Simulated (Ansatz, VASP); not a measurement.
**CdF2: VASP beside Ansatz**

Contents of INCAR:

```
SYSTEM = CdF2
PREC = Accurate
ENCUT = 600
EDIFF = 1E-6
ISMEAR = 0
SIGMA = 0.02
LREAL = .FALSE.
LASPH = .TRUE.
NELM = 100
ALGO = Normal
ISIF = 3
LWAVE = .FALSE.
LCHARG = .FALSE.
GGA = PE
IBRION = 2
NSW = 100
EDIFFG = -0.01
```

KPOINTS

```
Automatic mesh
0
G
  8 8 8
  0 0 0
```

File POSCAR:

```
CdF2
1.0
    0.0000000000      2.7401552331      2.7401552331
    2.7401552331      0.0000000000      2.7401552331
    2.7401552331      2.7401552331      0.0000000000
Cd F
1 2
Direct
    0.0000000000      0.0000000000      0.0000000000
    0.2500000000      0.2500000000      0.2500000000
    0.7500000000      0.7500000000      0.7500000000
```

Input for Ansatz:

```yaml
crystal:
  lattice:
    - [0.0, 2.7401552331, 2.7401552331]
    - [2.7401552331, 0.0, 2.7401552331]
    - [2.7401552331, 2.7401552331, 0.0]
  atoms:
    - { symbol: Cd, position: [0.0, 0.0, 0.0] }
    - { symbol: F, position: [0.25, 0.25, 0.25] }
    - { symbol: F, position: [0.75, 0.75, 0.75] }
basis:
  ecutwfc: 420
kpoints:
  mp_grid: { grid: [8, 8, 8] }
hamiltonian:
  xc: pbe
scf:
  occupations: { method: gaussian, width: 0.02 }
output:
  forces: true
  stress: true
  eigenvalues: true
relax:
  adjacent_minimum: "off"
  f_tol: 0.01
  max_steps: 80
  cell: { stress_tol: 0.05 }
```

Alike in both runs: task relaxation of cell and atoms; functional PBE; k mesh 8 × 8 × 8; occupations gaussian, width 0.02 eV; no spin polarisation.

|  | VASP | Ansatz |
| --- | --- | --- |
| version | VASP 6.6.1 | Ansatz 0.2.0 |
| potentials or method | VASP PAW PBE potentials, release 64 (Cd, F) | scalar-relativistic, plane waves, PAW |
| plane-wave cutoff (eV) | 600 | 420 |
| valence electrons in the cell | 26 | 34 |

```tsv
	VASP	Ansatz	Ansatz less VASP
gap on the k mesh at the Fermi level, each at its own relaxed structure (eV)	2.87	2.92	+0.045
relaxed volume (Å³/atom)	13.79	13.72	-0.066
relaxed cell length with the largest relative difference (Å)	3.882	3.876	-0.0062
```

The two sets of potentials don't hold the same shells in valence.

A k mesh can miss the band edges.
